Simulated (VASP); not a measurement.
# AlGaAs2 (P-4m2) in VASP: a series of runs, part 2 of 2

VASP 6.6.1.

## 3. Relaxation of cell and atoms, PBEsol

This run uses another cell than the first one, of 22.83 Å³/atom, 1.009 times its volume.

File INCAR:

```
ALGO     = Normal         # electronic algorithm
EDIFF    = 1E-7           # SCF threshold, eV
EDIFFG   = -0.005         # ionic threshold
ENCUT    = 600            # plane-wave cutoff, eV
GGA      = PS             # functional
IBRION   = 2              # ionic algorithm
ISIF     = 3              # what is computed and relaxed
ISMEAR   = 0              # smearing method
KPAR     = 4            
LASPH    = T              # aspherical terms in the spheres
LCHARG   = F              # write CHGCAR
LREAL    = F              # projectors in reciprocal space
LWAVE    = F              # write WAVECAR
NELM     = 80             # most SCF steps
NSW      = 90             # ionic steps
PREC     = Accurate       # precision mode
SIGMA    = 0.03           # smearing width, eV
```

File KPOINTS:

```
k-points
0
Gamma
  6 6 6
```

File POSCAR:

```
AlGaAs2                                 
1.0
    5.6738468644      0.0000000000     -0.0000000000
    0.0000000000     -5.6738468644      0.0000000000
    0.0000000000      0.0000000000     -5.6726712626
  Al              Ga              As            
     2     2     4
Direct
     0.0000000000000000    0.5000000000000000    0.5000000000000000
     0.5000000000000000    0.0000000000000000    0.5000000000000000
     0.5000000000000000    0.5000000000000000    0.0000000000000000
     0.0000000000000000    0.0000000000000000    1.0000000000000000
     0.2500000000000000    0.2500000000000000    0.2500094901814667
     0.7500000000000000    0.7500000000000000    0.2500094901814667
     0.7500000000000000    0.2500000000000000    0.7499905098185333
     0.2500000000000000    0.7500000000000000    0.7499905098185333
```

Potentials or basis: VASP PAW PBE potentials, release 64 (Al, Ga_d, As).

Command:

```console
> cat potpaw_PBE.64/Al/POTCAR potpaw_PBE.64/Ga_d/POTCAR potpaw_PBE.64/As/POTCAR > POTCAR
> mpirun -np 4 vasp_std > vasp.out
```

OUTCAR:

```text
EDIFF = 1E-7
   EDIFFG = -0.005
   ENCUT = 600
   GGA = PS
   IBRION = 2
   ISIF = 3
   ISMEAR = 0
   LASPH = T
   LREAL = F
   NELM = 80
   NSW = 90
   PREC = Accurate

 ion  position               nearest neighbor table
   1  0.000  0.500  0.500-   5 2.46   6 2.46   7 2.46   8 2.46
   2  0.500  0.000  0.500-   5 2.46   6 2.46   7 2.46   8 2.46
   3  0.500  0.500  0.000-   5 2.46   6 2.46   7 2.46   8 2.46
   4  0.000  0.000  0.000-   5 2.46   6 2.46   7 2.46   8 2.46
   5  0.250  0.250  0.250-   1 2.46   2 2.46   3 2.46   4 2.46
   6  0.750  0.750  0.250-   1 2.46   2 2.46   3 2.46   4 2.46
   7  0.750  0.250  0.750-   1 2.46   2 2.46   3 2.46   4 2.46
   8  0.250  0.750  0.750-   1 2.46   2 2.46   3 2.46   4 2.46
[... 7 lines left out ...]
 A1 = (   5.6738468644,   0.0000000000,   0.0000000000)
[... 1039 lines left out ...]
  external PRESSURE =       0.0363286 kB  Pullay stress =       0.0000000 kB

 VOLUME and BASIS-vectors are now :
 -----------------------------------------------------------------------------
  energy-cutoff  :      600.00
  volume of cell :      182.62
      direct lattice vectors                 reciprocal lattice vectors
     5.673846864  0.000000000  0.000000000     0.176247266  0.000000000  0.000000000
     0.000000000 -5.673846864  0.000000000     0.000000000 -0.176247266  0.000000000
     0.000000000  0.000000000 -5.672671263     0.000000000  0.000000000 -0.176283792

 POSITION                                       TOTAL-FORCE (eV/Angst)
 -----------------------------------------------------------------------------------
      0.00000     -2.83692     -2.83634         0.000000     -0.000000      0.000000
      2.83692      0.00000     -2.83634         0.000000     -0.000000      0.000000
      2.83692     -2.83692      0.00000        -0.000000     -0.000000      0.000000
      0.00000      0.00000      0.00000         0.000000     -0.000000      0.000000
      1.41846     -1.41846     -1.41822        -0.000000      0.000000     -0.002687
      4.25539     -4.25539     -1.41822        -0.000000     -0.000000     -0.002687
      4.25539     -1.41846     -4.25445         0.000000      0.000000      0.002687
      1.41846     -4.25539     -4.25445         0.000000      0.000000      0.002687
 -----------------------------------------------------------------------------------
    total drift:                               -0.000000      0.000000     -0.000000

  FREE ENERGIE OF THE ION-ELECTRON SYSTEM (eV)
  ---------------------------------------------------
  free  energy   TOTEN  =       -38.2817675482 eV

  energy  without entropy=      -38.2817675482  energy(sigma->0) =      -38.28176755

 reached required accuracy - stopping structural energy minimisation
```

CONTCAR:

```text
AlGaAs2
   1.00000000000000
     5.6738468643999997    0.0000000000000000    0.0000000000000000
     0.0000000000000000   -5.6738468643999997    0.0000000000000000
     0.0000000000000000    0.0000000000000000   -5.6726712625999998
  Al              Ga              As
     2     2     4
Direct
     0.0000000000000000    0.5000000000000000    0.5000000000000000
     0.5000000000000000    0.0000000000000000    0.5000000000000000
     0.5000000000000000    0.5000000000000000    0.0000000000000000
     0.0000000000000000    0.0000000000000000    0.0000000000000000
     0.2500000000000000    0.2500000000000000    0.2500094901814691
     0.7500000000000000    0.7500000000000000    0.2500094901814691
     0.7500000000000000    0.2500000000000000    0.7499905098185309
     0.2500000000000000    0.7500000000000000    0.7499905098185309

  0.00000000E+00  0.00000000E+00  0.00000000E+00
  0.00000000E+00  0.00000000E+00  0.00000000E+00
  0.00000000E+00  0.00000000E+00  0.00000000E+00
  0.00000000E+00  0.00000000E+00  0.00000000E+00
  0.00000000E+00  0.00000000E+00  0.00000000E+00
  0.00000000E+00  0.00000000E+00  0.00000000E+00
  0.00000000E+00  0.00000000E+00  0.00000000E+00
  0.00000000E+00  0.00000000E+00  0.00000000E+00
```

Run time: 90 s. Hardware: 4 MPI ranks of Intel Xeon Platinum 8488C (Sapphire Rapids), shared host; peak memory 0.51 GiB.

What came out:

- Free energy: -38.2818 eV
- Pressure after relaxing: 0.0 GPa
- Band gap on the k mesh: 1.00 eV

Forces on the atoms (eV/Å):
```
Al   0.000  0.000  0.000
Al   0.000  0.000  0.000
Ga   0.000  0.000  0.000
Ga   0.000  0.000  0.000
As   0.000  0.000 -0.003
As   0.000  0.000 -0.003
As   0.000  0.000  0.003
As   0.000  0.000  0.003
```

Final structure:
```yaml
crystal:
  lattice:
    - [5.67385, 0.00000, 0.00000]
    - [0.00000, -5.67385, 0.00000]
    - [0.00000, 0.00000, -5.67267]
  atoms:
    - { symbol: Al, position: [0.00000, 0.50000, 0.50000] }
    - { symbol: Al, position: [0.50000, 0.00000, 0.50000] }
    - { symbol: Ga, position: [0.50000, 0.50000, 0.00000] }
    - { symbol: Ga, position: [0.00000, 0.00000, 0.00000] }
    - { symbol: As, position: [0.25000, 0.25000, 0.25001] }
    - { symbol: As, position: [0.75000, 0.75000, 0.25001] }
    - { symbol: As, position: [0.75000, 0.25000, 0.74999] }
    - { symbol: As, position: [0.25000, 0.75000, 0.74999] }
```

Caveat: the relaxation stopped at its first step, so nothing moved; the PAW data sets were made with another functional, which shifts forces and pressure a little.
